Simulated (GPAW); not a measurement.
CdO (Monteponite) in GPAW: convergence with plane-wave cutoff (eV)

CdO (Monteponite):

```xyz
2
Lattice="0.0000 2.3495 2.3495 2.3495 0.0000 2.3495 2.3495 2.3495 0.0000" Properties=species:S:1:pos:R:3 pbc="T T T"
Cd    0.0000    0.0000    0.0000
O     2.3495    2.3495    2.3495
```

```yaml
Program: GPAW 26.7.0
Task: convergence study
Functional: RPBE
Potentials_or_basis: the program's PAW data sets (release 1.2.1) made for this functional
Cutoff: 300 eV
Basis: pw
k_mesh: 10 × 10 × 10
Occupations: fermi-dirac, width 0.05 eV
Spin: no spin polarisation
```

These are the settings of the first run; the series varies plane-wave cutoff (eV), with any setting tied to it.

Hardware: 1 thread of Arm Neoverse V2, on a shared host.

Q: The values tried are 300, 350, 400, 500, 600, 700, 800, 1000, 1200, loosest first. From which on does the energy stay within 1 meV/atom of the tightest run that finished?

A: From 800 on.

| plane-wave cutoff (eV) | energy less the tightest run, at zero smearing (meV/atom) | pressure (GPa) | SCF cycles | CPU time (s) | peak memory (GiB) |
| --- | --- | --- | --- | --- | --- |
| 300 | 3596.05 | -99.41 | 9 | 5.9 | 0.13 |
| 350 | 1940.80 | -63.62 | 10 | 6.8 | 0.13 |
| 400 | 942.89 | -33.61 | 9 | 6.7 | 0.13 |
| 500 | 212.05 | -3.30 | 10 | 11 | 0.14 |
| 600 | 41.13 | 6.64 | 10 | 11 | 0.15 |
| 700 | 6.55 | 9.38 | 10 | 18 | 0.15 |
| 800 | 0.79 | 10.03 | 10 | 22 | 0.17 |
| 1000 | 0.24 | 10.12 | 10 | 23 | 0.18 |
| 1200 | 0.00 | 10.12 | 10 | 33 | 0.2 |

Against the tightest run, the pressure stays within 0.1 GPa from 800 on. The tightest run that finished is the yardstick and may itself not be fully converged.
